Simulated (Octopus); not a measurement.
The system is InP.

```
CELL_PARAMETERS angstrom
0.00000 2.93050 2.93050
2.93050 0.00000 2.93050
2.93050 2.93050 0.00000
ATOMIC_POSITIONS crystal
In 0.00000 0.00000 0.00000
P 0.75000 0.75000 0.75000
```

Base run:

| Item | Value |
| --- | --- |
| Program | Octopus 16.4 |
| Functional | PBE |
| Potentials or basis | pseudodojo_pbe (PseudoDojo 0.5, PBE) |
| Grid spacing | 0.143 Å |
| k mesh | 8 × 8 × 8 |
| Occupations | fermi-dirac, width 0.05 eV |
| Spin | no spin polarisation |

Its results: band gap on the k mesh 0.71 eV, direct.

The run is repeated on the same cell with these changes: functional from PBE to PBEsol; potentials or basis from pseudodojo_pbe (PseudoDojo 0.5, PBE) to pseudodojo_pbesol (PseudoDojo 0.4, PBEsol). What comes out?

Band gap on the k mesh 0.61 eV, direct.

Caveats: spin-orbit coupling is left out, which moves the levels of the heavy elements.

A k mesh can miss the band edges.

Not every run made on this cell is shown here.
